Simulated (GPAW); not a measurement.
Crystal: CsPbCl3.

```
CELL_PARAMETERS angstrom
5.60500 0.00000 0.00000
0.00000 5.60500 0.00000
0.00000 0.00000 5.60500
ATOMIC_POSITIONS crystal
Pb 0.50000 0.50000 0.50000
Cs 0.00000 0.00000 0.00000
Cl 0.50000 0.00000 0.50000
Cl 0.00000 0.50000 0.50000
Cl 0.50000 0.50000 0.00000
```

Base run:

| Property | Result |
| --- | --- |
| Program | GPAW 26.7.0 |
| Functional | LDA |
| Potentials or basis | the program's PAW data sets (release 1.2.1) made for this functional, newer versions |
| Cutoff | 600 eV |
| Basis | pw |
| k mesh | 4 × 4 × 4 |
| Occupations | fermi-dirac, width 0.05 eV |
| Spin | no spin polarisation |

Its results: band gap on the k mesh 1.68 eV, direct; pressure -1.2 GPa.

Problem. The run is repeated on the same cell with these changes: functional from LDA to PBE; potentials or basis from the program's PAW data sets (release 1.2.1) made for this functional, newer versions to PAW data sets generated in the run's folder for this functional. What comes out?

Solution. Band gap on the k mesh 1.86 eV, direct; pressure 1.7 GPa.

Caveats: spin-orbit coupling is left out, which as a rule narrows the gap of such compounds by several tenths of an eV.
